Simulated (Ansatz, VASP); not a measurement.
Two plane-wave programs on Rb

The input INCAR:

```
SYSTEM = Rb
  ALGO = Normal
  EDIFF = 1E-7
  ENCUT = 520
  GGA = CA
  ISIF = 2
  ISMEAR = 0
  LASPH = .True.
  LCHARG = .False.
  LREAL = .False.
  LWAVE = .False.
  NBANDS = 16
  NELM = 100
  PREC = Accurate
  SIGMA = 0.15
```

KPOINTS

```
k-points
0
Gamma
  12 12 6
  0 0 0
```

File POSCAR:

```
Rb
1.0
    5.0882069760      0.0000000000      0.0000000000
   -2.5441034880      4.4065165009      0.0000000000
    0.0000000000      0.0000000000      8.4420579800
Rb
2
Direct
    0.3333333333      0.6666666667      0.2500000000
    0.6666666667      0.3333333333      0.7500000000
```

Input for Ansatz:

```yaml
crystal:
  lattice:
    - [5.088206976, 0.0, 0.0]
    - [-2.544103488, 4.4065165009, 0.0]
    - [0.0, 0.0, 8.44205798]
  atoms:
    - { symbol: Rb, position: [0.3333333333, 0.6666666667, 0.25] }
    - { symbol: Rb, position: [0.6666666667, 0.3333333333, 0.75] }
basis:
  ecutwfc: 420
kpoints:
  mp_grid: { grid: [12, 12, 6] }
hamiltonian:
  xc: lda
scf:
  occupations: { method: gaussian, width: 0.15 }
output:
  forces: true
  stress: true
  eigenvalues: true
```

This isn't the form of Rb at room conditions, which is bcc.

Alike in both runs: task single point; functional LDA; k mesh 12 × 12 × 6; occupations gaussian, width 0.15 eV; no spin polarisation.

|  | VASP | Ansatz |
| --- | --- | --- |
| version | VASP 6.6.1 | Ansatz 0.2.0 |
| potentials or method | VASP PAW LDA potentials, release 64 (Rb_sv) | scalar-relativistic, plane waves, PAW |
| plane-wave cutoff (eV) | 520 | 420 |
| valence electrons in the cell | 18 | 18 |

```tsv
	VASP	Ansatz	Ansatz less VASP
gap on the k mesh at the Fermi level (eV)	none	none	-
pressure (GPa)	-0.5	-0.5	0.00
```

A gap of «none» marks a metal or a gap that the smearing closes.
